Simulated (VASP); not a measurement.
Wanted: the native input for a VASP 6.6.1 run.

* Task: density of states
* Functional: PBEsol
* Potentials or basis: VASP PAW PBE potentials, release 64 (Au)
* Cutoff: 520 eV
* k mesh: 8 × 8 × 1
* Occupations: fermi-dirac, width 0.05 eV
* Spin: no spin polarisation
* Hubbard terms: Au d U = 3 eV
* Dipole correction: yes
* k mesh for the DOS: 12 × 12 × 1
* Occupations for the DOS: tetrahedron
* Further INCAR settings: ALGO = Normal; EDIFF = 1e-07

The system is Au, a slab with vacuum.

```xyz
7
Lattice="2.8226 0.0000 0.0000 -1.4113 2.5559 0.0000 0.0000 0.0000 29.6795" Properties=species:S:1:pos:R:3 pbc="T T T"
Au    0.0000    1.7108    7.5000
Au    1.4113    0.8451    9.9466
Au    0.0000    1.7108   12.3932
Au    1.4113    0.8451   14.8398
Au    0.0000    1.7108   17.2863
Au    1.4113    0.8451   19.7329
Au    0.0000    1.7108   22.1795
```

The slab is cut from a database's or a generator's crystal, which needn't be the stable form of the element.

One way to write it, as run:

POSCAR

```
Au
1.0
    2.8226199300      0.0000000000      0.0000000000
   -1.4113099650      2.5559330250      0.0000000000
    0.0000000000      0.0000000000     29.6795088300
Au
7
Direct
    0.3346720300      0.6693440600      0.2526995997
    0.6653279700      0.3306559400      0.3351330665
    0.3346720300      0.6693440600      0.4175665332
    0.6653279700      0.3306559400      0.5000000000
    0.3346720300      0.6693440600      0.5824334668
    0.6653279700      0.3306559400      0.6648669335
    0.3346720300      0.6693440600      0.7473004003
```

INCAR.step1

```
SYSTEM = Au
ALGO = Normal
DIPOL = 0.5 0.5 0.500
EDIFF = 1E-7
ENCUT = 520
GGA = PS
IDIPOL = 3
ISIF = 2
ISMEAR = -1
LASPH = .TRUE.
LCHARG = .TRUE.
LDAU = .TRUE.
LDAUJ = 0
LDAUL = 2
LDAUPRINT = 1
LDAUTYPE = 2
LDAUU = 3
LDIPOL = .TRUE.
LMAXMIX = 4
LREAL = .FALSE.
LWAVE = .FALSE.
NELM = 100
PREC = Accurate
SIGMA = 0.05
```

KPOINTS.step1

```
k-points
0
G
  8 8 1
  0 0 0
```

INCAR.step2

```
SYSTEM = Au
ALGO = Normal
DIPOL = 0.5 0.5 0.500
EDIFF = 1E-7
ENCUT = 520
GGA = PS
ICHARG = 11
IDIPOL = 3
ISIF = 2
ISMEAR = -5
LASPH = .TRUE.
LCHARG = .FALSE.
LDAU = .TRUE.
LDAUJ = 0
LDAUL = 2
LDAUPRINT = 1
LDAUTYPE = 2
LDAUU = 3
LDIPOL = .TRUE.
LMAXMIX = 4
LORBIT = 11
LREAL = .FALSE.
LWAVE = .FALSE.
NEDOS = 2001
NELM = 100
PREC = Accurate
SIGMA = 0.05
```

KPOINTS.step2

```
k-points
0
G
  12 12 1
  0 0 0
```

Potentials or basis: VASP PAW PBE potentials, release 64 (Au).

The run is started by

```bash
$ cat potpaw_PBE.64/Au/POTCAR > POTCAR
$ cp INCAR.step1 INCAR
$ cp KPOINTS.step1 KPOINTS
$ mpirun -np 1 vasp_std > vasp.out
$ cp INCAR.step2 INCAR
$ cp KPOINTS.step2 KPOINTS
$ mpirun -np 1 vasp_std > vasp.out
```

Results of the run:

The valence electrons inside the program's atomic spheres are Au 9.68, 9.71, 9.70, 9.72.

Caveat: U without spin polarisation on a metal has little footing; the U is typed as a test and isn't derived for this compound.

Wall time 6.1 min on 1 thread of Intel(R) Xeon(R) 6975P-C (Granite Rapids), on a shared host, peak memory 0.5 GiB.
